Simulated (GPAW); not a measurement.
# Cu (I4/mmm) in GPAW: further runs

The runs below take Cu through relaxation of cell and atoms, with PBEsol.

All numbers are computed with GPAW 26.7.0; they aren't measurements. Logs are shortened: lines on timing, memory, paths and dates and some standing lists are left out, and cuts for length are marked. The log counts tension as positive stress, the text compression.

## Step 1: The structure

The structure is tetragonal, space group I4/mmm (No. 139). Conventional cell: a = 2.886 Å, b = 2.886 Å, c = 2.752 Å, α = 90.00°, β = 90.00°, γ = 90.00°. Around Cu (site symmetry 4/mmm) lie 10 Cu at 2.46 to 2.75 Å.

This isn't the form of Cu at room conditions, which is fcc.

## Step 2: Relaxation of cell and atoms, PBEsol

The input, run.py:

```python
from ase import Atoms
from ase.filters import FrechetCellFilter
from ase.io import write
from ase.optimize import BFGS
from gpaw import GPAW, PW, setup_paths

setup_paths.insert(0, '.')

atoms = Atoms(['Cu'],
              cell=[[-1.44279332, 1.44279332, 1.37608145],
                    [1.44279332, -1.44279332, 1.37608145],
                    [1.44279332, 1.44279332, -1.37608145]],
              scaled_positions=[[0.0, 0.0, 0.0]],
              pbc=True)

calc = GPAW(mode=PW(600),
            xc='PBEsol',
            kpts={'size': (13, 13, 13), 'gamma': True},
            occupations={'name': 'fermi-dirac', 'width': 0.05},
            nbands=14,
            convergence={'density': 1e-05, 'forces': 0.0001},
            maxiter=150,
            txt='gpaw.txt')
atoms.calc = calc
opt = BFGS(FrechetCellFilter(atoms), trajectory='relax.traj', logfile='-')
done = opt.run(fmax=0.02, steps=60)
calc.write('gs.gpw')
write('result.traj', atoms)
print('Converged:', done)
print('Cell:', atoms.cell.cellpar().round(4))
print('Volume:', round(atoms.get_volume(), 4))
print(atoms.get_scaled_positions().round(5))
```

Potentials or basis: PAW data sets generated in the run's folder for this functional, pw.

Started as:

```
$ gpaw-setup -f PBEsol Cu
$ OMP_NUM_THREADS=1 python run.py
```

gpaw.txt:

```text
__  _  _
 | _ |_)|_||  |
 |__||  | ||/\| - 26.7.0

Input parameters:
  mode=PW(ecut=600.0),
  convergence={'density': 1e-05, 'forces': 0.0001},
  kpts=MonkhorstPack(size=(13, 13, 13), gamma=True),
  maxiter=150,
  nbands=14,
  occupations=Occupations(name='fermi-dirac', width=0.05),
  xc=XC(name='PBEsol')

Diagonalizing LCAO Hamiltonian
Converting LCAO to pw mode

       Cu

Atoms  # Å, Bohr magnetons
|   | symbol |        x |        y |        z |    initial magnetic moments |
|---|--------|----------|----------|----------|-----------------------------|
| 0 |     Cu | 0.000000 | 0.000000 | 0.000000 | ( 0.0000,  0.0000,  0.0000) |

Unit cell  # Å
| periodic |         x |         y |         z |  lengths |     angles |
|----------|-----------|-----------|-----------|----------|------------|
|      yes | -1.442793 |  1.442793 |  1.376081 | 2.461078 | 108.218096 |
|      yes |  1.442793 | -1.442793 |  1.376081 | 2.461078 | 108.218096 |
|      yes |  1.442793 |  1.442793 | -1.376081 | 2.461078 | 112.007635 |

Number of symmetries: 16
Symmetry operations  # r_c * U_cc + t_c -> r_c
|    | kind |            matrix            |
|----|------|------------------------------|
|  0 |  σ   |  1, 1, 1,  0, 0,-1,  0,-1, 0 |
|  1 |  C4  |  1, 1, 1,  0, 0,-1, -1, 0, 0 |
|  2 |  E   |  1, 0, 0,  0, 1, 0,  0, 0, 1 |
|  3 |  σ   |  1, 0, 0,  0, 1, 0, -1,-1,-1 |
|  4 |  σ   |  0, 1, 0,  1, 0, 0,  0, 0, 1 |
|  5 |  C2  |  0, 1, 0,  1, 0, 0, -1,-1,-1 |
|  6 |  C2  |  0, 0, 1, -1,-1,-1,  1, 0, 0 |
|  7 |  S4  |  0, 0, 1, -1,-1,-1,  0, 1, 0 |
|  8 |  C4  |  0, 0,-1,  1, 1, 1,  0,-1, 0 |
[... 117 lines left out ...]
SCF iterations
|iter     | |      energy | eigst |  dens |force |
|---------|-|-------------|-------|-------|------|
|iter:   1| |   -5.233624 | -0.43 |       |      |
|iter:   2| |   -4.841388 | -3.05 | -0.88 |      |
|iter:   3| |   -4.216502 | -1.94 | -0.98 |      |
|iter:   4| |   -4.206165 | -3.94 | -1.82 |      |
|iter:   5| |   -4.198761 | -3.60 | -1.96 |      |
|iter:   6| |   -4.198777 | -6.41 | -3.51 |      |
|iter:   7| |   -4.198781c| -6.12 | -3.63 |      |
|iter:   8| |   -4.198781c| -7.59c| -4.64 |      |
|iter:   9| |   -4.198781c| -8.06c| -5.08c|      |
|iter:  10| |   -4.198781c| -9.13c| -6.00c|-23.99c|

Converged in 10 steps
Energy contributions relative to reference atoms: (reference = -44984.480490)

Energy contributions:
  Kinetic:         -13.176782
  Coulomb:          10.576938
  Zero:              0.058644
  External:          0.000000
  Xc:               -1.656290
  Entropy:          -0.002584
  Spinorbit:         0.000000
  ----------------------------
  Free energy:      -4.200073
  Extrapolated:     -4.198781
[... 25 lines left out ...]
Stress tensor  # eV/Ang^3
|         x |         y |         z |
|-----------|-----------|-----------|
| -0.004103 |  0.000000 |  0.000000 |
|  0.000000 | -0.004103 | -0.000000 |
|  0.000000 | -0.000000 | -0.004021 |

Forces  # eV/Ang
|       x |        y |       z |
|---------|----------|---------|
| 0.00000 | -0.00000 | 0.00000 |  # Cu   0

Interpolating wave functions to new cell

       Cu

Atoms  # Å, Bohr magnetons
|   | symbol |        x |         y |         z |    initial magnetic moments |
|---|--------|----------|-----------|-----------|-----------------------------|
| 0 |     Cu | 0.000000 | -0.000000 | -0.000000 | ( 0.0000,  0.0000,  0.0000) |

Unit cell  # Å
| periodic |         x |         y |         z |  lengths |     angles |
|----------|-----------|-----------|-----------|----------|------------|
|      yes | -1.443763 |  1.443763 |  1.376987 | 2.462721 | 108.217748 |
|      yes |  1.443763 | -1.443763 |  1.376987 | 2.462721 | 108.217748 |
|      yes |  1.443763 |  1.443763 | -1.376987 | 2.462721 | 112.008348 |

Number of symmetries: 16
Symmetry operations  # r_c * U_cc + t_c -> r_c
|    | kind |            matrix            |
|----|------|------------------------------|
|  0 |  σ   |  1, 1, 1,  0, 0,-1,  0,-1, 0 |
|  1 |  C4  |  1, 1, 1,  0, 0,-1, -1, 0, 0 |
|  2 |  E   |  1, 0, 0,  0, 1, 0,  0, 0, 1 |
|  3 |  σ   |  1, 0, 0,  0, 1, 0, -1,-1,-1 |
|  4 |  σ   |  0, 1, 0,  1, 0, 0,  0, 0, 1 |
|  5 |  C2  |  0, 1, 0,  1, 0, 0, -1,-1,-1 |
|  6 |  C2  |  0, 0, 1, -1,-1,-1,  1, 0, 0 |
|  7 |  S4  |  0, 0, 1, -1,-1,-1,  0, 1, 0 |
|  8 |  C4  |  0, 0,-1,  1, 1, 1,  0,-1, 0 |
[... 117 lines left out ...]
SCF iterations
|iter     | |      energy | eigst |  dens |force |
|---------|-|-------------|-------|-------|------|
|iter:   1| |   -4.198961 | -4.58 |       |      |
|iter:   2| |   -4.198928 | -6.98 | -2.89 |      |
|iter:   3| |   -4.198873c| -6.03 | -2.97 |      |
|iter:   4| |   -4.198873c| -7.10 | -3.71 |      |
|iter:   5| |   -4.198873c| -6.55 | -3.88 |      |
|iter:   6| |   -4.198873c| -8.34c| -4.85 |      |
|iter:   7| |   -4.198873c| -7.79c| -4.95 |      |
|iter:   8| |   -4.198873c| -9.07c| -6.50c|      |
|iter:   9| |   -4.198873c|-10.16c| -6.72c|-25.32c|

Converged in 9 steps
Energy contributions relative to reference atoms: (reference = -44984.480490)

Energy contributions:
  Kinetic:         -13.240251
  Coulomb:          10.625157
  Zero:              0.058456
  External:          0.000000
  Xc:               -1.640939
  Entropy:          -0.002593
  Spinorbit:         0.000000
  ----------------------------
  Free energy:      -4.200170
  Extrapolated:     -4.198873
[... 25 lines left out ...]
Stress tensor  # eV/Ang^3
|         x |         y |         z |
|-----------|-----------|-----------|
| -0.002106 | -0.000000 |  0.000000 |
| -0.000000 | -0.002106 |  0.000000 |
|  0.000000 |  0.000000 | -0.001922 |

Forces  # eV/Ang
|        x |       y |        z |
|----------|---------|----------|
| -0.00000 | 0.00000 | -0.00000 |  # Cu   0

Interpolating wave functions to new cell

       Cu

Atoms  # Å, Bohr magnetons
|   | symbol |         x |         y |         z |    initial magnetic moments |
|---|--------|-----------|-----------|-----------|-----------------------------|
| 0 |     Cu | -0.000000 | -0.000000 | -0.000000 | ( 0.0000,  0.0000,  0.0000) |

Unit cell  # Å
| periodic |         x |         y |         z |  lengths |     angles |
|----------|-----------|-----------|-----------|----------|------------|
|      yes | -1.444767 |  1.444767 |  1.377862 | 2.464388 | 108.216173 |
|      yes |  1.444767 | -1.444767 |  1.377862 | 2.464388 | 108.216173 |
|      yes |  1.444767 |  1.444767 | -1.377862 | 2.464388 | 112.011575 |

Number of symmetries: 16
Symmetry operations  # r_c * U_cc + t_c -> r_c
|    | kind |            matrix            |
|----|------|------------------------------|
|  0 |  σ   |  1, 1, 1,  0, 0,-1,  0,-1, 0 |
|  1 |  C4  |  1, 1, 1,  0, 0,-1, -1, 0, 0 |
|  2 |  E   |  1, 0, 0,  0, 1, 0,  0, 0, 1 |
|  3 |  σ   |  1, 0, 0,  0, 1, 0, -1,-1,-1 |
|  4 |  σ   |  0, 1, 0,  1, 0, 0,  0, 0, 1 |
|  5 |  C2  |  0, 1, 0,  1, 0, 0, -1,-1,-1 |
|  6 |  C2  |  0, 0, 1, -1,-1,-1,  1, 0, 0 |
|  7 |  S4  |  0, 0, 1, -1,-1,-1,  0, 1, 0 |
|  8 |  C4  |  0, 0,-1,  1, 1, 1,  0,-1, 0 |
[... 117 lines left out ...]
SCF iterations
|iter     | |      energy | eigst |  dens |force |
|---------|-|-------------|-------|-------|------|
|iter:   1| |   -4.199019 | -4.42 |       |      |
|iter:   2| |   -4.198985 | -6.96 | -2.88 |      |
|iter:   3| |   -4.198929c| -6.02 | -2.97 |      |
|iter:   4| |   -4.198929c| -7.09 | -3.71 |      |
|iter:   5| |   -4.198929c| -6.54 | -3.87 |      |
|iter:   6| |   -4.198929c| -8.33c| -4.85 |      |
|iter:   7| |   -4.198929c| -7.78c| -4.94 |      |
|iter:   8| |   -4.198929c| -9.06c| -6.47c|      |
|iter:   9| |   -4.198929c|-10.14c| -6.67c|-24.72c|

Converged in 9 steps
Energy contributions relative to reference atoms: (reference = -44984.480490)

Energy contributions:
  Kinetic:         -13.304305
  Coulomb:          10.673833
  Zero:              0.058298
  External:          0.000000
  Xc:               -1.625454
  Entropy:          -0.002603
  Spinorbit:         0.000000
  ----------------------------
  Free energy:      -4.200230
  Extrapolated:     -4.198929
[... 25 lines left out ...]
Stress tensor  # eV/Ang^3
|         x |         y |         z |
|-----------|-----------|-----------|
| -0.000090 |  0.000000 | -0.000000 |
|  0.000000 | -0.000090 | -0.000000 |
| -0.000000 | -0.000000 |  0.000192 |

Forces  # eV/Ang
|        x |       y |       z |
|----------|---------|---------|
| -0.00000 | 0.00000 | 0.00000 |  # Cu   0

# Writing to gs.gpw (mode='')
```

Wall time 44 s (1 thread of Arm Neoverse V2, shared host); peak memory 0.18 GiB.

Results:

```
Free energy                            : -4.2002 eV
Relaxed volume                         : 11.50 Å³/atom
Relaxed cell                           : a = 2.464 Å, b = 2.464 Å, c = 2.464 Å, α = 108.22°, β = 108.22°, γ = 112.01°
Space group after relaxing (to 0.05 Å) : I4/mmm (No. 139)
Energy gained by relaxing              : 0.1 meV/atom
Ionic steps                            : 3
Pressure after relaxing                : 0.0 GPa
Band gap on the k mesh                 : none (metal or under the smearing width)
```

Step by step:
```
step  energy change (eV)  largest force (eV/Å)  pressure (GPa)  volume (Å³)
   1              0.0000                0.0000            0.65        11.46
   2             -0.0001                0.0000            0.33        11.48
   3             -0.0001                0.0000            0.00        11.50
```

Final structure:
```
Cu
1.0
    -1.44477    1.44477    1.37786
     1.44477   -1.44477    1.37786
     1.44477    1.44477   -1.37786
Cu
1
Direct
  0.00000 0.00000 0.00000
```

Levels at points of the mesh, in eV from the Fermi level:
| k point | band 4 | band 5 | band 6 | band 7 | band 8 | band 9 |
| --- | --- | --- | --- | --- | --- | --- |
| (0.00, 0.00, 0.00) | -3.04 | -2.18 | -1.97 | 25.35 | 25.35 | 26.63 |

Caveat: with this Cu data set, volumes or pressures lay over 1.5 % or 2 GPa off other programs in two to four cells of ten; later steps reuse the first step's grids.

## Step 3: Relaxation of cell and atoms, PBEsol, target pressure 2 GPa, at which the enthalpy is minimised

run.py: that of step 2 with these lines changed.

```diff
@@ -4,2 +4,3 @@
 from ase.optimize import BFGS
+from ase.units import GPa
 from gpaw import GPAW, PW, setup_paths
@@ -24,3 +25,3 @@
 atoms.calc = calc
-opt = BFGS(FrechetCellFilter(atoms), trajectory='relax.traj', logfile='-')
+opt = BFGS(FrechetCellFilter(atoms, scalar_pressure=2 * GPa), trajectory='relax.traj', logfile='-')
 done = opt.run(fmax=0.02, steps=60)
```

Potentials or basis: PAW data sets generated in the run's folder for this functional, pw.

Started as:

```
$ gpaw-setup -f PBEsol Cu
$ OMP_NUM_THREADS=1 python run.py
```

It took 45 s on 1 thread of Arm Neoverse V2, shared host; peak memory 0.17 GiB.

The run converged. Its results:

```
Free energy                                            : -4.1992 eV
Relaxed volume                                         : 11.37 Å³/atom
Relaxed cell                                           : a = 2.454 Å, b = 2.454 Å, c = 2.454 Å, α = 108.22°, β = 108.22°, γ = 112.01°
Space group after relaxing (to 0.05 Å)                 : I4/mmm (No. 139)
Energy change on relaxing (the enthalpy is what falls) : +0.9 meV/atom
Ionic steps                                            : 3
Pressure after relaxing                                : 2.0 GPa
Band gap on the k mesh                                 : none (metal or under the smearing width)
```

Step by step:
```csv
step,energy change (eV),largest force (eV/Å),pressure (GPa),volume (Å³)
1,0.0000,0.0000,0.65,11.46
2,0.0004,0.0000,1.34,11.41
3,0.0009,0.0000,2.00,11.37
```

Final structure:
```cif
data_structure
_symmetry_space_group_name_H-M 'P 1'
_symmetry_Int_Tables_number 1
_cell_length_a 2.4545
_cell_length_b 2.4545
_cell_length_c 2.4545
_cell_angle_alpha 108.219
_cell_angle_beta 108.219
_cell_angle_gamma 112.006
_cell_volume 11.37
loop_
_atom_site_label
_atom_site_type_symbol
_atom_site_fract_x
_atom_site_fract_y
_atom_site_fract_z
_atom_site_occupancy
Cu1 Cu 0.00000 0.00000 0.00000 1
```

Levels at points of the mesh, in eV from the Fermi level:
```csv
k point,band 4,band 5,band 6,band 7,band 8,band 9
"(0.00, 0.00, 0.00)",-3.08,-2.20,-1.99,25.48,25.48,26.77
```

Caveat: with this Cu data set, volumes or pressures lay over 1.5 % or 2 GPa off other programs in two to four cells of ten; later steps reuse the first step's grids.

## Step 4: Relaxation of cell and atoms, PBEsol, target pressure 5 GPa, at which the enthalpy is minimised

run.py: that of step 3 with these lines changed.

```diff
@@ -25,3 +25,3 @@
 atoms.calc = calc
-opt = BFGS(FrechetCellFilter(atoms, scalar_pressure=2 * GPa), trajectory='relax.traj', logfile='-')
+opt = BFGS(FrechetCellFilter(atoms, scalar_pressure=5 * GPa), trajectory='relax.traj', logfile='-')
 done = opt.run(fmax=0.02, steps=60)
```

Started as:

```
$ gpaw-setup -f PBEsol Cu
$ OMP_NUM_THREADS=1 python run.py
```

It took 47 s on 1 thread of Arm Neoverse V2, shared host; peak memory 0.18 GiB.

The run converged. Its results:

```yaml
Free_energy: -4.1946 eV
Relaxed_volume: 11.17 Å³/atom
Relaxed_cell: a = 2.440 Å, b = 2.440 Å, c = 2.440 Å, α = 108.22°, β = 108.22°, γ = 112.00°
Space_group_after_relaxing_to_0.05_Å: I4/mmm (No. 139)
Energy_change_on_relaxing_the_enthalpy_is_what_falls: +5.4 meV/atom
Ionic_steps: 3
Pressure_after_relaxing: 5.1 GPa
Band_gap_on_the_k_mesh: none (metal or under the smearing width)
```

Stress tensor (GPa, compression positive):
```
5.01 0.00 0.00
0.00 5.01 0.00
0.00 0.00 5.21
```

Step by step:
| step | energy change (eV) | largest force (eV/Å) | pressure (GPa) | volume (Å³) |
| --- | --- | --- | --- | --- |
| 1 | 0.0000 | 0.0000 | 0.65 | 11.46 |
| 2 | 0.0019 | 0.0000 | 2.92 | 11.31 |
| 3 | 0.0054 | 0.0000 | 5.08 | 11.17 |

Final structure:
```xyz
1
Lattice="-1.4306 1.4306 1.3647 1.4306 -1.4306 1.3647 1.4306 1.4306 -1.3647" Properties=species:S:1:pos:R:3 pbc="T T T"
Cu    0.0000    0.0000    0.0000
```

Levels at points of the mesh, in eV from the Fermi level:
| k point | band 3 | band 4 | band 5 | band 6 | band 7 | band 8 | band 9 | band 10 |
| --- | --- | --- | --- | --- | --- | --- | --- | --- |
| (0.00, 0.00, 0.00) | -3.14 | -3.14 | -2.23 | -2.02 | 25.68 | 25.68 | 26.96 | 29.33 |

Caveat: with this Cu data set, volumes or pressures lay over 1.5 % or 2 GPa off other programs in two to four cells of ten; later steps reuse the first step's grids.

## Step 5: Relaxation of cell and atoms, PBEsol, target pressure 10 GPa, at which the enthalpy is minimised

run.py: that of step 4 with these lines changed.

```diff
@@ -25,3 +25,3 @@
 atoms.calc = calc
-opt = BFGS(FrechetCellFilter(atoms, scalar_pressure=5 * GPa), trajectory='relax.traj', logfile='-')
+opt = BFGS(FrechetCellFilter(atoms, scalar_pressure=10 * GPa), trajectory='relax.traj', logfile='-')
 done = opt.run(fmax=0.02, steps=60)
```

Started as:

```
$ gpaw-setup -f PBEsol Cu
$ OMP_NUM_THREADS=1 python run.py
```

Wall time 58 s (1 thread of Arm Neoverse V2, shared host); peak memory 0.19 GiB.

It converged, with:

* Free energy: -4.1814 eV
* Relaxed volume: 10.90 Å³/atom
* Relaxed cell: a = 2.420 Å, b = 2.420 Å, c = 2.420 Å, α = 108.24°, β = 108.24°, γ = 111.96°
* Space group after relaxing (to 0.05 Å): I4/mmm (No. 139)
* Energy change on relaxing (the enthalpy is what falls): +18.6 meV/atom
* Ionic steps: 4
* Pressure after relaxing: 10.0 GPa
* Band gap on the k mesh: none (metal or under the smearing width)

Stress tensor (GPa, compression positive):
```
 9.86  0.00  0.00
 0.00  9.86  0.00
 0.00  0.00 10.27
```

The path:
```
step  energy change (eV)  largest force (eV/Å)  pressure (GPa)  volume (Å³)
   1              0.0000                0.0000            0.65        11.46
   2              0.0067                0.0000            5.72        11.13
   3              0.0197                0.0000           10.33        10.88
   4              0.0186                0.0000           10.00        10.90
```

Final structure:
```
CELL_PARAMETERS angstrom
-1.41854 1.41854 1.35405
1.41854 -1.41854 1.35405
1.41854 1.41854 -1.35405
ATOMIC_POSITIONS crystal
Cu 0.00000 0.00000 0.00000
```

Levels at points of the mesh, in eV from the Fermi level:
```tsv
k point	band 4	band 5	band 6	band 7	band 8	band 9
(0.00, 0.00, 0.00)	-3.22	-2.28	-2.06	25.96	25.96	27.24
```

Caveat: with this Cu data set, volumes or pressures lay over 1.5 % or 2 GPa off other programs in two to four cells of ten; later steps reuse the first step's grids.

## Step 6: Summary

```csv
cell,target pressure,gap on the mesh (eV),pressure (GPa)
relaxed,-,none,0.0
relaxed to 2 GPa,2 GPa,none,2.0
relaxed to 5 GPa,5 GPa,none,5.1
relaxed to 10 GPa,10 GPa,none,10.0
```

Alike in all rows: task relaxation of cell and atoms; level PBEsol; potentials or basis PAW data sets generated in the run's folder for this functional, pw; no spin polarisation; k mesh 13 × 13 × 13; cutoff (eV) 600; smearing fermi-dirac 0.05 eV.

Caveats: with this Cu data set, volumes or pressures lay over 1.5 % or 2 GPa off other programs in two to four cells of ten; later steps reuse the first step's grids.

Total energies depend on the potentials used, so only differences within one code and one set of settings carry meaning.
